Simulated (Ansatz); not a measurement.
# TaS2 (P-3m1) in Ansatz: reference runs

Aim: a first look at TaS2 with PBE, on the cell as given and on a disturbed one.

Everything below comes from runs of Ansatz 0.2.0. Logs are shortened: lines on timing, memory, paths and dates and some standing lists are left out, and cuts for length are marked.

## 1. The crystal as given

Symmetry: P-3m1, No. 164, trigonal system. Conventional cell: a = 3.350 Å, b = 3.350 Å, c = 5.860 Å, α = 90.00°, β = 90.00°, γ = 120.00°. Ta (site symmetry -3m) is surrounded by 6 S at 2.43 Å. S (site symmetry 3m) is surrounded by 3 Ta at 2.43 Å.

## 2. Single point, PBE

input.yaml reads:

```yaml
crystal:
  lattice:
    - [3.35, 0.0, 0.0]
    - [-1.675, 2.9011851027, 0.0]
    - [0.0, 0.0, 5.86]
  atoms:
    - { symbol: Ta, position: [0.0, 0.0, 0.0] }
    - { symbol: S, position: [0.6666666667, 0.3333333333, 0.75] }
    - { symbol: S, position: [0.3333333333, 0.6666666667, 0.25] }
kpoints:
  mp_grid: { grid: [9, 9, 5] }
scf:
  occupations: { method: fermi_dirac, width: 0.05 }
hamiltonian:
  xc: pbe
  pseudopotentials: { kind: all_electron, lapw: { basis_error: 0.001 } }
output:
  forces: true
  stress: true
  eigenvalues: true
  populations: true
```

Potentials or basis: all-electron LAPW, scalar-relativistic.

Command:

```
> ansatz run input.yaml --threads 2 --pin off --max-ram 5120MiB --backend cpu --events-out ev --progress --plain --runs-dir out
```

The program printed:

```text
Warning: RAYON_NUM_THREADS=2 ignored (pool sized by the plan → 2); use --threads N
Ta: projections on atomic orbitals take those of the free atom 1s2 2s2 2p6 3s2 3p6 3d10 4s2 4p6 4d10 4f14 5s2 5p6 5d3 6s2, of charge +0.00 (hamiltonian.pseudopotentials.projection_atoms)
S: projections on atomic orbitals take those of the free atom 1s2 2s2 2p6 3s2 3p4, of charge +0.00 (hamiltonian.pseudopotentials.projection_atoms)
LAPW: plane waves up to 8.605 Å⁻¹, error target 1.0e-3 eV per atom; small_component_spin mean_spin; S in spheres of 1.036 Å, 14 of its electrons in bands, Dirac shells []; Ta in spheres of 1.390 Å, 43 of its electrons in bands, Dirac shells [] (how accurate: hamiltonian.pseudopotentials.lapw.basis_error, Limitations)
Engine: ansatz 0.2.0, aarch64-unknown-linux-gnu
Pseudopotentials: kind: all_electron
Pseudopotential: Ta, LAPW, valence charge 43, lapw/all_electron/scalar/gaussian/Ta, Koelling and Harmon's equation, gaussian nucleus
Pseudopotential: S, LAPW, valence charge 14, lapw/all_electron/scalar/gaussian/S, Koelling and Harmon's equation, gaussian nucleus
Functional definition: PBE
  parameter kappa = 0.804
  parameter beta = 0.06672455060314922
  exchange = pbe_x(kappa = kappa, mu = beta*pi^2/3)
  correlation = pbe_c(beta = beta)
Crystal: 3 atoms, lattice volume = 56.953 Å³
Basis set: ecut = 282.11864677816607 eV, 599 PW (Γ), exchange–correlation at level 2
Bands: 43, of which v1, the nominal top of the filled ones, is band 36 counted from 1 (35 counted from 0)
Symmetry: 12 space group operations
Space group: P-3m1 (ITA 164), of the structure as read, at distance tolerance 3.8e-5 Å
k-points: 50 of 405
Non-local potential: Ta, projectors of the file, none
Non-local potential: S, projectors of the file, none
Initial density: superposition of atomic densities (chi_scale 0.1, normalization cell, long waves kept (reshape's long-wave potential 0.18 eV rms))
Initial wavefunctions: plane waves of lowest kinetic energy (no species holds an atomic orbital)
Functional: x = pbe(κ = 0.804, μ = 0.2195149727645171), c = pbe(β = 0.06672455060314922)
iter 1 solved again at ethr=1.99e-3 eV; its pass at ethr=1.00e-1 eV (dr2=1.41e0 eV) is discarded
SCF iter   1: F=—  HF=-446297.999032 eV  |F-HF|=—  |Δ(HF+E_count)|=         —  Δρ=4.49e-2  dr2=1.42e0  ethr=1.99e-3  ⟨swp⟩=2.0  Hψ=13955  notcnv=0
preconditioner: auto → LDOS  [metal: Δε(μ)=0.070 eV  Ē_g=16.977 eV  σ=0.050 eV  W_gap=0.33  n_scr=22 (ndim 8)  ℏωp=27.4 eV  f_vac=0.130  D(μ)=1.22/eV (n_scr^D=2)  β→1.0]
SCF iter   2: F=—  HF=-446297.694575 eV  |F-HF|=—  |Δ(HF+E_count)|=   3.04e-1  Δρ=2.46e-2  dr2=4.01e-1  ethr=1.99e-3  ⟨swp⟩=3.0  Hψ=7062  notcnv=0
iter 3 solved again at ethr=4.25e-5 eV; its pass at ethr=5.64e-4 eV (dr2=3.02e-2 eV) is discarded
SCF iter   3: F=—  HF=-446297.483390 eV  |F-HF|=—  |Δ(HF+E_count)|=   2.11e-1  Δρ=6.37e-3  dr2=3.02e-2  ethr=4.25e-5  ⟨swp⟩=2.0  Hψ=11476  notcnv=0
SCF iter   4: F=—  HF=-446297.440650 eV  |F-HF|=—  |Δ(HF+E_count)|=         —  Δρ=3.03e-3  dr2=5.86e-3  ethr=4.25e-5  ⟨swp⟩=2.0  Hψ=6122  notcnv=0
the basis was enlarged: its passes take 528.2 KiB over the memory plan, 2 of 2 planned eigensolver slots
SCF iter   5: F=—  HF=-446297.435883 eV  |F-HF|=—  |Δ(HF+E_count)|=   4.77e-3  Δρ=7.61e-4  dr2=2.96e-4  ethr=8.25e-6  ⟨swp⟩=2.1  Hψ=6103  notcnv=0
SCF iter   6: F=—  HF=-446297.435916 eV  |F-HF|=—  |Δ(HF+E_count)|=   3.34e-5  Δρ=1.66e-4  dr2=1.27e-5  ethr=4.16e-7  ⟨swp⟩=2.1  Hψ=6098  notcnv=0
SCF iter   7: F=—  HF=-446297.435921 eV  |F-HF|=—  |Δ(HF+E_count)|=   4.45e-6  Δρ=2.00e-5  dr2=1.67e-7  ethr=1.78e-8  ⟨swp⟩=3.0  Hψ=6346  notcnv=0
SCF iter   8: F=-446297.435921 eV  HF=-446297.435921 eV  |F-HF|=4.37e-9  |Δ(HF+E_count)|=   9.54e-8  Δρ=3.06e-6  dr2=3.05e-9  ethr=2.36e-10  ⟨swp⟩=3.0  Hψ=6427  notcnv=0
SCF 1 converged in 8 iterations: F = -446297.435921 eV  dr2 = 3.05e-9
SCF converged after 8 iterations
Free energy (F): -446297.435921 eV
Harris-Foulkes:  -446297.435921 eV  (|F-HF|=4.37e-9)
Internal energy: -446297.420893 eV  (E = F + TS)
E sigma→0 (E₀):  -446297.428407 eV
Entropy (-TS):   -0.015027 eV (-5.009 meV/atom)
Fermi energy:    13.241108 eV
--- Per-component energies (eV) ---
  E_band       = -6984.270722
  E_kinetic    = 495766.788220
  E_xc         = -10021.310012
  E_electrostatic = -932042.899101  (all electrons and nuclei)
  E_smearing   = -0.015027  (= −TS)
  E_closure    = 0.000000  (closes the sum)
  E_atoms      = -446276.534439  (free atoms, spherical and without spin; not in F)
  Σ components = -446297.435921   (vs F -446297.435921, Δ=0.00e0)
  Basis errors (estimates in eV, not in F): energy 4.8e-4 per atom: plane waves 4.3e-4 (2.5e-4 summed), levels above the bands 1.1e-75, relativity 2.6e-8, radial functions 4.9e-5, core shells 3.2e-8; eigenvalues (radial functions only) 1.7e-6; not estimated: angular momenta, meshes, grids; target (lapw.basis_error) 1.0e-3; muffin-tin radii S 1.036 Å, Ta 1.390 Å
--- Forces (eV/Å), atoms counted from 1 ---
  atom   1  Ta     0.00000000    -0.00000000     0.00000000
  atom   2  S     -0.00000000     0.00000000    -1.22904350
  atom   3  S      0.00000000    -0.00000000     1.22904350
  max |Σ_I F_I| component: 1.16e-18 eV/Å
--- Stress (GPa, compression-positive) ---
        7.553043      -0.000000       0.000000
       -0.000000       7.553043       0.000000
        0.000000       0.000000      12.333315
  P = ⅓ Tr σ = 9.1465 GPa (91.465 kbar)
--- Band table (eV; the first three rows and the last of 50) ---
  k-point 0: bands = ["-382.8604", "-382.8604", "-382.8314", "-204.4229", "-204.4229", "-204.3973", "-204.3916", "-204.3916", "-192.6119", "-192.6119", "-137.3862", "-137.3862", "-137.3862", "-137.3862", "-137.3736", "-137.3736", "-55.4813", "-21.9937", "-21.9569", "-21.9569", "-7.3397", "-7.3069", "-7.2917", "-7.2917", "-7.2801", "-7.2692", "-7.2692", "-1.9207", "0.1718", "6.2560", "8.9692", "8.9692", "11.8968", "12.4401", "12.4401", "13.2703", "13.2703", "13.5228", "17.3277", "17.3277", "18.4156", "18.8108", "22.1260"]
  k-point 1: bands = ["-382.8604", "-382.8604", "-382.8314", "-204.4229", "-204.4229", "-204.3973", "-204.3916", "-204.3916", "-192.6119", "-192.6119", "-137.3862", "-137.3862", "-137.3862", "-137.3862", "-137.3736", "-137.3736", "-55.4813", "-21.9937", "-21.9569", "-21.9569", "-7.3397", "-7.3069", "-7.2917", "-7.2917", "-7.2801", "-7.2692", "-7.2692", "-1.8427", "0.0104", "6.5977", "8.9789", "8.9789", "11.0697", "12.3916", "12.3916", "13.2604", "13.2604", "14.0171", "17.4656", "17.4656", "18.4241", "19.3229", "22.2139"]
  k-point 2: bands = ["-382.8604", "-382.8604", "-382.8314", "-204.4229", "-204.4229", "-204.3973", "-204.3916", "-204.3916", "-192.6119", "-192.6119", "-137.3862", "-137.3862", "-137.3862", "-137.3862", "-137.3736", "-137.3736", "-55.4813", "-21.9938", "-21.9569", "-21.9569", "-7.3397", "-7.3069", "-7.2917", "-7.2917", "-7.2801", "-7.2692", "-7.2692", "-1.6877", "-0.2699", "7.3258", "8.9950", "8.9950", "9.9133", "12.3159", "12.3159", "13.2441", "13.2441", "14.4328", "17.7022", "17.7022", "18.6230", "20.1674", "22.3141"]
  k-point 49: bands = ["-382.8604", "-382.8604", "-382.8314", "-204.4229", "-204.4229", "-204.3973", "-204.3916", "-204.3916", "-192.6119", "-192.6119", "-137.3862", "-137.3862", "-137.3862", "-137.3862", "-137.3736", "-137.3736", "-55.4664", "-22.1676", "-22.1676", "-21.9258", "-7.3274", "-7.3165", "-7.2903", "-7.2903", "-7.2751", "-7.2751", "-7.2692", "0.2628", "0.2628", "7.6579", "7.6579", "7.7210", "9.5143", "9.6623", "9.6623", "14.4881", "14.7650", "14.7650", "18.2469", "18.2469", "20.3915", "21.6506", "21.6506"]
--- Löwdin populations: 3 sites ---
  site symbol       q [e]
     0     Ta     72.4441
     1      S     16.1835
     2      S     16.1835
  spilling = 0.001799 (of n_electrons = 105.000000)
```

It took 18 s on 2 threads of Arm Neoverse V1, shared host; peak memory 0.47 GiB.

What came out:

| Property | Result |
| --- | --- |
| Free energy | -446297.4359 eV |
| Pressure | 9.1 GPa |
| Largest force | 1.229 eV/Å |
| Band gap on the k mesh | none (metal or under the smearing width) |
| Loewdin charges | Ta +0.56; S -0.18 e |

Forces in eV/Å, atoms in the order of the input:
```
Ta   0.000  0.000  0.000
S    0.000  0.000 -1.229
S    0.000  0.000  1.229
```

Caveat: the atomic charges don't sum to the cell's charge; this functional lacks dispersion, which binds the layers, so the pressure and a relaxed spacing across them are unreliable; forces of over 1 eV/Å show positions far from the minimum, so gaps and moduli don't describe the material at rest. Spin-orbit coupling is left out, which matters for the levels of Ta.

## 3. Single point, PBE (atoms moved at random, drawn with an rms of 0.05 Å)

input.yaml: that of step 2 with these lines changed.

```diff
@@ -6,5 +6,5 @@
   atoms:
-    - { symbol: Ta, position: [0.0, 0.0, 0.0] }
-    - { symbol: S, position: [0.6666666667, 0.3333333333, 0.75] }
-    - { symbol: S, position: [0.3333333333, 0.6666666667, 0.25] }
+    - { symbol: Ta, position: [0.004122, 0.00031, 0.002119] }
+    - { symbol: S, position: [0.666024, 0.332189, 0.748536] }
+    - { symbol: S, position: [0.324658, 0.664496, 0.245815] }
 kpoints:
```

Potentials or basis: all-electron LAPW, scalar-relativistic.

Command:

```
> ansatz run input.yaml --threads 2 --pin off --max-ram 5120MiB --backend cpu --events-out ev --progress --plain --runs-dir out
```

Wall time 2.5 min (2 threads of Arm Neoverse V1, shared host); peak memory 1 GiB.

The run converged. Its results:

* Free energy: -446297.3984 eV
* Pressure: 10.0 GPa
* Largest force: 1.789 eV/Å
* Band gap on the k mesh: none (metal or under the smearing width)
* Loewdin charges: Ta +0.55; S -0.19, -0.17 e

Forces on the atoms (eV/Å):
```
Ta  -0.306 -0.055 -0.756
S    0.016  0.016 -1.009
S    0.290  0.038  1.765
```

Stress tensor (GPa, compression positive):
```
 8.25 -0.65  1.05
-0.65  8.41  0.08
 1.05  0.08 13.41
```

Levels at points of the mesh, in eV from the Fermi level:
| k point | band 32 | band 33 | band 34 | band 35 | band 36 | band 37 | band 38 | band 39 |
| --- | --- | --- | --- | --- | --- | --- | --- | --- |
| (0.00, 0.00, 0.00) | -4.32 | -1.37 | -0.84 | -0.83 | 0.00 | 0.05 | 0.33 | 4.07 |

Caveat: the atomic charges don't sum to the cell's charge.
